## Choosing a level of theory for layered PbO

Will PBE do for a calculation on layered lead oxide, or is a dearer level worth its time? The answer depends on what the number is for: the colour of light that a film absorbs, the density of the crystal, or its resistance to pressure. A method can be good at one of these and poor at another, because each property tests a different part of it.

Layered PbO (P4/nmm, 4-atom cell) by the methods named, without spin polarisation or spin–orbit coupling; k meshes differ between rows, and the 72-atom rows use a periodic 3×3×2 cluster of cells. Gaps and times are for single points on the cell relaxed with r2SCAN+rVV10; volumes come from a relaxation or an energy curve, and bulk moduli are at fixed shape.

```tsv
name	kind	band gap (eV)	volume per atom (Å³)	bulk modulus (GPa)	atoms computed	rough processor time, order of size (s)
PBE coarse-settings	low cutoff and mesh	1.210	n/a	n/a	4	1
GFN1-xTB tblite	tight binding	3.356	19.380	85.00	72	2
PM7	semi-empirical	8.026	n/a	n/a	72	3
PM6	semi-empirical	6.584	n/a	n/a	72	4
GFN2-xTB tblite	tight binding	1.559	n/a	n/a	72	4
PBE	semilocal	1.212	n/a	n/a	4	6
PBE SZV	small basis	1.179	21.705	69.70	4	7
PBE sz-orbitals	small basis	1.013	n/a	n/a	4	8
r2SCAN	semilocal	1.532	n/a	n/a	4	10
PBE DZVP	small basis	1.101	21.124	69.60	4	20
GLLB-SC	model potential	2.449	n/a	n/a	4	20
```

### The gap: what an added electron feels

All band gaps in the table belong to one crystal cell, relaxed with r2SCAN+rVV10, so they differ through the electronic treatment and not through the geometry. The measured gap is roughly 1.9 eV, a recalled value, which puts the absorption edge in the red. PBE gives 1.21 eV and moves the edge into the infrared. r2SCAN gains 0.32 eV on PBE but stays in the infrared, while GLLB-SC overshoots into the green. Every row correctly calls PbO an insulator, but none comes within 0.3 eV of the measured gap.

Two limiting cases explain most of this order. Suppose first that the effective potential doesn't change at all when an electron is added to the empty band. In exact theory it jumps upwards by a constant, the derivative discontinuity, and this jump belongs to the gap. PBE leaves it out, so its gap is too small. r2SCAN depends on the orbitals and recovers a part, and GLLB-SC is built to estimate the jump explicitly.

The opposite limit is Hartree-Fock, where the added electron meets the full repulsion of the others and the crystal doesn't polarise in response. A real solid does polarise, which makes adding or removing an electron easier and narrows the gap. PM6 and PM7 give orbital gaps of this unscreened kind, 6.6 and 8.0 eV. They shouldn't be read as absorption energies.

Spin-orbit coupling, absent from all rows, acts strongly on the lead 6p states in the conduction band and normally lowers the band's bottom edge. Including it would therefore not rescue the low PBE and r2SCAN gaps, but it could remove part of the GLLB-SC excess. A missed band edge doesn't explain that excess: the GLLB-SC run used a 4×4×4 mesh centred on Γ, which contains the point M described below, and its conduction minimum was read there. The rest may lie in the estimate of the jump itself, which is approximate, but these runs don't separate the causes. The measured gap also includes the effects of temperature and zero-point motion, which the calculations leave out.

### Where the band edge sits

The coarse PBE run shows why the mesh matters. Its conduction band has its lowest point at M, a corner of the Brillouin zone, while its valence band peaks near the centre. The smallest direct gap among the seven points read is almost 1 eV larger than the indirect one. Between the two, absorption needs help from lattice vibrations and is weak, so strong absorption starts well above the edge discussed here. A calculation that overlooks M therefore overlooks the true band edge.

The tight-binding and semi-empirical rows do overlook M. A periodic cluster n cells wide, treated at the zone centre, contains only waves whose phase repeats after n cells. The wave at M changes sign from one cell to the next, so it fits when n is even and fails when n is odd. These clusters are three cells wide within the layer, so M is missing. If these methods also have their conduction minimum there, which is shown here for PBE and GLLB-SC only, their gaps are expected to lie above what each would give for the full crystal. The closeness of GFN2-xTB to r2SCAN, 1.56 against 1.53 eV, is thus no sign of accuracy. The xTB methods are also fitted to molecules and use a minimal basis, so their empty bands can be far off in a solid. The GFN1-xTB gap is more than twice the GFN2-xTB one on the same cluster, a difference that neither the missing M nor the two limiting cases above explain.

The coarse PBE run uses an even mesh, which contains M, and its gap was read with one extra point at the PBE valence top, which lowers it by only 0.016 eV. Its gap agrees with that of the full PBE run to a few thousandths of an eV; these runs don't show why the low cutoff costs so little here. The small-basis rows lie below the PBE gap by up to 0.2 eV, well over half the step from PBE to r2SCAN, though they may differ from it in program, core treatment and mesh as well as in basis. Enlarging a basis lowers filled and empty levels at different rates, so the gap can approach its limit from either side. That SZV lies closer to plane-wave PBE than the larger DZVP does may well be cancelling errors and is no reason to prefer it.

### The volume: a balance of pressure

Volume depends on forces, not on the position of empty levels. Let P be the pressure that a method finds in the given cell, positive when the crystal pushes outwards, and let B be its bulk modulus. For a small change at fixed shape the crystal responds like a spring and moves until P vanishes, so

relative change of volume ≈ P / B.

A very stiff crystal hardly moves, and a soft one turns a small error in pressure into a large error in density.

GFN1-xTB allows a test with its own numbers. It finds P = −1.78 GPa and B = 85 GPa, so the cell of 19.81 Å³ per atom should shrink:

−1.78 / 85 = −0.021, and 19.81 × (1 − 0.021) = 19.39 Å³ per atom.

The method's own computed volume is 19.38 Å³. No constant was adjusted to this row or any other, and the printed analysis gives the remaining estimates. Agreement is expected, since pressure, stiffness and volume all follow from the method's one energy surface. It shows that the spring picture holds for so small a change, not that the values match nature. The modulus is a fixed-shape one, and so close a match suggests that the volume comes from the same fixed-shape energy curve. A layered cell free to change its shape is expected to move by a different amount, and further if the space between the layers is soft.

GFN2-xTB, with its seemingly better gap, pushes outwards with about 9 GPa. With a modulus borrowed from another row this means an expansion of the order of a tenth, too far for the spring picture to be precise. The two tight-binding versions thus exchange places: the one with the more plausible gap has the worse pressure. Since both are fitted to molecules, their pressures in a solid can be as far off as their gaps.

PBE also expands the crystal, by 7% with DZVP and 10% with SZV relative to the given cell. One likely reason is that PBE lacks the long-range dispersion attraction that helps to hold the layers together. The stress doesn't single this out, however: in the coarse plane-wave run the outward push is larger within the layer than across it, so longer lead–oxygen bonds may contribute too, though that run's cutoff lies below the recommended one and computed pressures carry some grid noise, so its stress is uncertain. The difference between the two basis sets shows that the basis matters as well. If the given cell, itself a computed one, is close to the real crystal, neither setting will do for a density good to a few per cent.

The bulk moduli, 70 to 85 GPa, call for more caution. They were obtained at fixed shape, which forces the stiff layers to shrink in step with the soft space between them. Under real pressure that space would close first, so the true resistance should be lower. These values suit a comparison of methods better than the design of a pressed part.

### What to pay for

For this small cell every run takes seconds, so accuracy should decide. For the absorption edge, r2SCAN and GLLB-SC enclose the measured gap here, which isn't assured for other crystals, and the mesh must contain M; their 0.9 eV separation is a fair warning of the uncertainty. For the density, a functional with dispersion and a well-converged basis is the sound choice. Coarse PBE settings serve for a first look at the bands, but their agreement with full PBE on the gap doesn't vouch for their pressure.

Cost begins to matter in large cells. The times here are rough sizes from shared machines, fit to compare classes of method but not programs. Tight binding needs only hundredths of a second per computed atom, against seconds for r2SCAN, a ratio that flatters it, because the four-atom run repeats its work over a mesh of k points while the cluster uses a single one. The time of a density-functional run grows roughly as the cube of the number of atoms once the cell is large. Tight binding ends with a similar power but a far smaller prefactor, so the time saved grows with the cell. Tight binding can then sort candidate structures, if its pressure is first checked on a small cell of the same material.

The analysis program printed:

```
Gaps against PBE and against a rough recalled 1.9 eV:
                  row  gap less PBE in eV  gap over PBE gap  gap less 1.9 eV  rough seconds per computed atom
  PBE coarse-settings              -0.002            0.9983            -0.69                             0.25
      GFN1-xTB tblite               2.144             2.769            1.456                          0.02778
                  PM7               6.814             6.622            6.126                          0.04167
                  PM6               5.372             5.432            4.684                          0.05556
      GFN2-xTB tblite               0.347             1.286           -0.341                          0.05556
                  PBE                   0                 1           -0.688                              1.5
              PBE SZV              -0.033            0.9728           -0.721                             1.75
      PBE sz-orbitals              -0.199            0.8358           -0.887                                2
               r2SCAN                0.32             1.264           -0.368                              2.5
             PBE DZVP              -0.111            0.9084           -0.799                                5
              GLLB-SC               1.237             2.021            0.549                                5
step from r2SCAN to GLLB-SC in eV: 0.917
largest small-basis shift as percent of the step PBE to r2SCAN: 62.19
GFN1 gap over GFN2 gap: 2.153
PBE coarse, smallest direct gap less indirect gap in eV: 0.9653
PBE coarse, gap on mesh points less gap with extra points in eV: 0.01614
GFN1 volume against given cell, computed, percent: -2.171
GFN1 volume against given cell, pressure over modulus, percent: -2.097
GFN1 volume from pressure over modulus in cubic angstrom per atom: 19.39
PBE DZVP volume against given cell, percent: 6.633
PBE SZV volume against given cell, percent: 9.566
PBE coarse, rough expansion with DZVP modulus, percent: 4.209
GFN2, rough expansion with GFN1 modulus, percent: 10.65
GFN2, rough expansion with DZVP modulus, percent: 13
GFN1 modulus above DZVP modulus, percent: 22.13
atoms in cluster over atoms in cell: 18
```
